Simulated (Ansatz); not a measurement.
# AlN: the cost of one run

Program: Ansatz 0.2.0. Level of theory: DFT PBEsol, scalar-relativistic. These are calculated values, not measurements.

## 1. Starting point

The structure is hexagonal, space group P6_3mc (No. 186). Conventional cell: a = 3.111 Å, b = 3.111 Å, c = 4.978 Å, α = 90.00°, β = 90.00°, γ = 120.00°. Around Al (site symmetry 3m) lie 4 N at 1.89 to 1.92 Å. Around N (site symmetry 3m) lie 4 Al at 1.89 to 1.92 Å.

As a file:

```
Al N
1.0
     3.11100    0.00000    0.00000
    -1.55550    2.69421    0.00000
     0.00000    0.00000    4.97800
Al N
2 2
Direct
  0.33333 0.66667 0.00000
  0.66667 0.33333 0.50000
  0.33333 0.66667 0.38500
  0.66667 0.33333 0.88500
```

The cell is a deposited one (Crystallography Open Database entry 9008860); the temperature and pressure of the measurement aren't taken into account, and nothing was relaxed.

Atoms are numbered in the order of the input: Al1, Al2, N3, N4.

## 2. LAPW, all electrons

input.yaml

```yaml
crystal:
  lattice:
    - [3.1110021516, 0.0, 0.0]
    - [-1.5555010758, 2.6942068945, 0.0]
    - [0.0, 0.0, 4.978]
  atoms:
    - { symbol: Al, position: [0.3333333333, 0.6666666667, 0.0] }
    - { symbol: Al, position: [0.6666666667, 0.3333333333, 0.5] }
    - { symbol: "N", position: [0.3333333333, 0.6666666667, 0.385] }
    - { symbol: "N", position: [0.6666666667, 0.3333333333, 0.885] }
kpoints:
  mp_grid: { grid: [11, 11, 6] }
  band_path:
    path:
      - [0.0, 0.0, 0.0]
      - [0.5, 0.0, 0.0]
      - [0.3333333333, 0.3333333333, 0.0]
      - [0.0, 0.0, 0.0]
      - [0.0, 0.0, 0.5]
      - [0.5, 0.0, 0.5]
      - [0.3333333333, 0.3333333333, 0.5]
      - [0.0, 0.0, 0.5]
      - [0.5, 0.0, 0.5]
    npoints: 14
scf:
  occupations: { method: fermi_dirac, width: 0.02 }
hamiltonian:
  xc: pbesol
  pseudopotentials: { kind: all_electron, lapw: { basis_error: 0.001 } }
output:
  forces: true
  stress: true
  eigenvalues: true
  fatbands: true
  populations: true
  dos: { projected: true, de: 0.2, e_range: [-14, 8] }
```

On the command line:

```console
$ ansatz run input.yaml --threads 1 --pin off --max-ram 6144MiB --backend cpu --events-out ev --progress --plain --runs-dir out
```

What time and memory should one allow on 1 thread of Arm Neoverse V1, shared host?

About 65 s, with a peak of 0.39 GiB.
